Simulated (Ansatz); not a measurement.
# Phonons of SrCl2 (CdI2-type structure)

The computed numbers are results of PBEsol, scalar-relativistic (no spin polarisation) in the plane-wave PAW code Ansatz at 420 eV, Gaussian smearing of 0.05 eV. The datasets are Ansatz's generated set soft_2.

```yaml
crystal:
  lattice:
    - [4.38018, 0.00000, 0.00000]
    - [-2.19009, 3.79334, 0.00000]
    - [0.00000, 0.00000, 6.08421]
  atoms:
    - { symbol: Sr, position: [0.00000, 0.00000, 0.00000] }
    - { symbol: Cl, position: [0.33333, 0.66667, 0.22692] }
    - { symbol: Cl, position: [0.66667, 0.33333, 0.77308] }
```

The start was a prototype's sites filled with these elements. The Crystallography Open Database lists the compound in space group Fm-3m, so this is a trial structure.

Force constants come from finite displacements in a 2×2×2 supercell (the unit cell's 6×6×4 k-mesh, folded to it); the long-range dipole term is included. Points in reciprocal vectors of this cell: Γ = (0.000, 0.000, 0.000), M = (0.500, 0.000, 0.000), K = (0.333, 0.333, 0.000), A = (0.000, 0.000, 0.500), L = (0.500, 0.000, 0.500), H = (0.333, 0.333, 0.500).

Frequencies at the named points (cm⁻¹, imaginary ones negative):
| point | ω (cm⁻¹) |
| --- | --- |
| Γ | 0 0 0 157 157 165 168 175 244 |
| M | 24 67 109 138 141 165 175 187 197 |
| K | -17 102 102 144 144 161 173 185 185 |
| A | 8 8 17 156 156 163 169 169 211 |
| L | 37 65 109 138 143 164 174 185 192 |
| H | 34 103 103 137 137 162 169 187 187 |

Problem. Is the structure dynamically stable along this path, and where does the spectrum end?

Solution. Not settled: a branch is imaginary, down to 17i cm⁻¹ at K, but only at interpolated points; at the wave vectors that fit the supercell all modes are real. The highest frequency is 244 cm⁻¹, at Γ. Points that don't fit the supercell are interpolated. At Γ the polar modes depend on the direction of approach; the table gives the limit along the path's first leg.

Run time: 65 s on 4 threads of Arm Neoverse V1, with other jobs on the host, peak memory 2.2 GiB.

The structure is built of weakly bound layers, and this functional has no dispersion term, so their spacing and all that hangs on it (volume, the soft elastic constants, low modes, dielectric constants) are poorly given.
